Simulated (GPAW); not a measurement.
GaCuSe2:

```
Se Ga Cu
1.0
    -2.80955    2.80955    5.51300
     2.80955   -2.80955    5.51300
     2.80955    2.80955   -5.51300
Se Ga Cu
4 2 2
Direct
  0.12562 0.62500 0.00062
  0.87500 0.87438 0.49938
  0.62438 0.12500 0.99938
  0.37500 0.37562 0.50062
  0.25000 0.75000 0.50000
  0.50000 0.50000 0.00000
  0.75000 0.25000 0.50000
  0.00000 0.00000 0.00000
```

Base run:

- Program: GPAW 26.7.0
- Functional: PBE
- Potentials or basis: GPAW PAW data sets (gpaw-data 1.2.1)
- Cutoff: 450 eV
- Basis: pw
- k mesh: 5 × 5 × 5
- Occupations: fermi-dirac, width 0.001 eV
- Spin: no spin polarisation
- Hubbard terms: Cu d U = 6.0 eV

Its results: band gap on the k mesh 0.78 eV, direct.

The run is repeated on the same cell with these changes: occupations from fermi-dirac, width 0.001 eV to fermi-dirac, width 0.05 eV; hubbard terms from Cu d U = 6.0 eV to none. What comes out?

Band gap on the k mesh 0.26 eV, direct.

Caveats: the long-wavelength limit can be off by several per cent where d states take part (some runs); response on these states lacks terms of the Hamiltonian (some runs).

A k mesh can miss the band edges.
